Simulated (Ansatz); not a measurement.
Crystal: NiO2.

```xyz
3
Lattice="2.7988 0.0000 0.0000 -1.3994 2.4238 0.0000 0.0000 0.0000 4.6183" Properties=species:S:1:pos:R:3 pbc="T T T"
Ni    0.0000    0.0000    2.3091
O     0.0000    1.6159    1.3576
O     1.3994    0.8079    3.2607
```

The cell comes from a database or a generator and needn't be the stable form of this composition.

Base run:

| Item | Value |
| --- | --- |
| Program | Ansatz 0.2.0 |
| Functional | PBEsol |
| Potentials or basis | Ansatz PAW |
| Cutoff | 420 eV |
| Density cutoff | 1680 eV |
| k mesh | 11 × 11 × 6 |
| Occupations | fermi-dirac, width 0.05 eV |
| Spin | collinear spin, ferromagnetic start |
| Starting moments | [1.0, 0.0, 0.0] μB |

Its results: band gap on the k mesh 0.89 eV, indirect (least direct gap 1.15 eV); pressure -4.6 GPa; net moment 0.00 μB per cell; largest force 0.475 eV/Å.

Task: The run is repeated on the same cell with these changes: functional from PBEsol to LDA. What comes out?

Result: Band gap on the k mesh 0.81 eV, indirect (least direct gap 1.09 eV); pressure -11.3 GPa; net moment 0.00 μB per cell; largest force 0.874 eV/Å.

LDA binds more tightly than PBEsol, so the same cell stands under less pressure.

Caveats: the PAW data sets come from PBE, with cores solved anew for the run's functional, which leaves a small shift of forces and pressure.

A k mesh can miss the band edges.

Not every run made on this cell is shown here.
